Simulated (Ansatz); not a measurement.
**SnTe: frozen-core PAW against all-electron methods**

```yaml
crystal:
  lattice:
    - [0.00000, 3.60674, 3.60674]
    - [3.60674, 0.00000, 3.60674]
    - [3.60674, 3.60674, 0.00000]
  atoms:
    - { symbol: Sn, position: [0.00000, 0.00000, 0.00000] }
    - { symbol: Te, position: [0.25000, 0.25000, 0.25000] }
```

Atom numbers follow the list: Sn1, Te2.

The cell was built from the zincblende type and relaxed in the same program, and has space group F-43m; it needn't be a known or the stable phase.

Spin–orbit coupling is left out, though it moves levels of the heavy atoms by tenths of an eV or more.

All numbers are computed: DFT, PBE, PAW with Ansatz's default frozen-core files, scalar-relativistic (Ansatz 0.2.0); DFT, PBE, all-electron LAPW, scalar-relativistic (Ansatz 0.2.0).

For PAW: a Γ-centred 9×9×9 k mesh, Fermi–Dirac smearing of 0.05 eV, cutoff 420 eV, no spin polarisation. LAPW targets a basis error of 1 meV/atom. The Ansatz runs share mesh, smearing and spin set-up. Plane-wave (PAW) pressures include the program's estimate of the Pulay term.

Stress and pressure are positive in compression.

Levels count from the top of the valence band.

PAW results:

```tsv
quantity	PAW
pressure (GPa)	0.03
band gap (eV)	0.081
highest filled level at X (eV)	-0.712
lowest empty level at X (eV)	0.081
highest filled level at U (eV)	-0.532
lowest empty level at U (eV)	1.120
```

**Question.** What does full-potential LAPW give for the same quantities?

**Answer.** 
```json
{"quantity": "pressure (GPa)", "LAPW": "0.03"}
{"quantity": "band gap (eV)", "LAPW": "0.081"}
{"quantity": "highest filled level at X (eV)", "LAPW": "-0.712"}
{"quantity": "lowest empty level at X (eV)", "LAPW": "0.081"}
{"quantity": "highest filled level at U (eV)", "LAPW": "-0.532"}
{"quantity": "lowest empty level at U (eV)", "LAPW": "1.119"}
```
